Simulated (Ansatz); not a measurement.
## The polar optical mode of NaCl at 9 GPa, worked through

The calculation used Ansatz, DFT PBEsol, scalar-relativistic, plane waves, PAW. Settings: 420 eV plane-wave cutoff, Γ-centred 8×8×8 mesh, fixed occupations. No spin polarisation. Phonons by linear response, acoustic sum rule imposed.

The cell, relaxed at 9 GPa:
Space group Fm-3m (No. 225). a = 5.221 Å, b = 5.221 Å, c = 5.221 Å, α = 90.00°, β = 90.00°, γ = 90.00°
| atom | site | symmetry | x | y | z |
| --- | --- | --- | --- | --- | --- |
| Na | 4a | m-3m | 0.0000 | 0.0000 | 0.0000 |
| Cl | 4b | m-3m | 0.5000 | 0.0000 | 0.0000 |

Linear response gives ν_TO = 262.0 cm⁻¹, Born charges ±1.024 e (positive on Na) and ε∞ = 2.766. The primitive cell holds 35.574 Å³, and the masses are 22.990 and 35.450 amu.

**Question.** Find ν_LO and the static dielectric constant.

**Answer.** The long-wave field adds a restoring force: ω_LO² − ω_TO² = Z*²e²/(ε_vac ε∞ μV). In these units ν_LO² − ν_TO² = 4.92064×10⁷ Z*²/(μ V ε∞) cm⁻², with μ = m₁m₂/(m₁ + m₂) = 13.946 amu: 37574 cm⁻². So ν_LO = √(262.0² + 37574) = 325.9 cm⁻¹, and the run gives 325.9. Lyddane–Sachs–Teller then gives ε0 = ε∞ (ν_LO/ν_TO)² = 4.28, against 4.28 in the run (it forms both from the same three quantities, so the match checks the arithmetic only). Between ν_TO and ν_LO the dielectric function is negative and an undamped crystal reflects fully: a reststrahlen band from 30.7 to 38.2 μm.

**Question.** What do the Clausius–Mossotti polarisability and the Szigeti charge come to?

**Answer.** With the Lorentz local field, α = (3V/4π)(ε∞ − 1)/(ε∞ + 2) = 3.15 Å³ for the pair, and e_S = 3Z*/(ε∞ + 2) = 0.64 e. The Born charge includes the electrons' response to the dipole's own local field, and e_S takes that enhancement out. The Lorentz field assumes point-like polarisable ions, a fair picture at this small ε∞.

**Question.** How strongly does a slow electron couple to the LO mode?

**Answer.** For one isotropic parabolic band, Fröhlich's constant is α_F = (1/ε∞ − 1/ε0) √(m* Ry/ħω_LO), with Ry = 13.606 eV, ħω_LO = 40.4 meV and m* in free-electron masses: α_F = 0.1279 × 18.35 × √m* = 2.35 √m*. The band mass isn't part of this run; for m* = 0.1, 0.3 and 1 it gives 0.74, 1.29, 2.35. In weak coupling the polaron lies α_F ħω_LO below the band edge (52 meV at m* = 0.3) with a mass m*(1 + α_F/6); past α_F of about 5 or 6 that expansion fails. A semilocal functional's ε∞ tends to be too large, which taken alone lowers α_F.